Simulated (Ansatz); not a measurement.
The system is Ru.

```
Ru
1.0
     2.70580    0.00000    0.00000
    -1.35290    2.34329    0.00000
     0.00000    0.00000    4.28190
Ru
2
Direct
  0.66667 0.33333 0.75000
  0.33333 0.66667 0.25000
```

- Program: Ansatz 0.2.0
- Task: relaxation of cell and atoms
- Functional: BLYP
- Dispersion: D4
- Potentials or basis: Ansatz PAW
- Cutoff: 420 eV (not typed: the program's choice for these potentials)
- k mesh: 11 × 11 × 6
- Occupations: fermi-dirac, width 0.05 eV
- Spin: no spin polarisation

At the start: volume 13.57 Å³/atom.

Q: Where does the relaxation end?

A: It ends after 5 steps and the volume is 13.87 Å³/atom (+2.2 %); space group P6_3/mmc (No. 194, to 0.05 Å).

Step by step:
```
step  energy change (eV)  largest force (eV/Å)  volume (Å³)
   1              0.0000                0.0000        27.15
   2              0.0003                0.0000        28.37
   3             -0.0125                0.0000        27.78
   4             -0.0125                0.0000        27.75
   5             -0.0127                0.0000        27.75
```

Final structure:
```xyz
2
Lattice="2.7266 0.0000 0.0000 -1.3633 2.3613 0.0000 0.0000 0.0000 4.3097" Properties=species:S:1:pos:R:3 pbc="T T T"
Ru    1.3633    0.7871    3.2322
Ru    0.0000    1.5742    1.0774
```

Caveat: the plane-wave basis is chosen anew once the cell has moved, so the energies of steps on either side of that aren't comparable; pairwise dispersion overbinds metals, which lowers pressure and volume; the PAW data sets come from PBE, with cores solved anew for the run's functional, which leaves a small shift of forces and pressure.
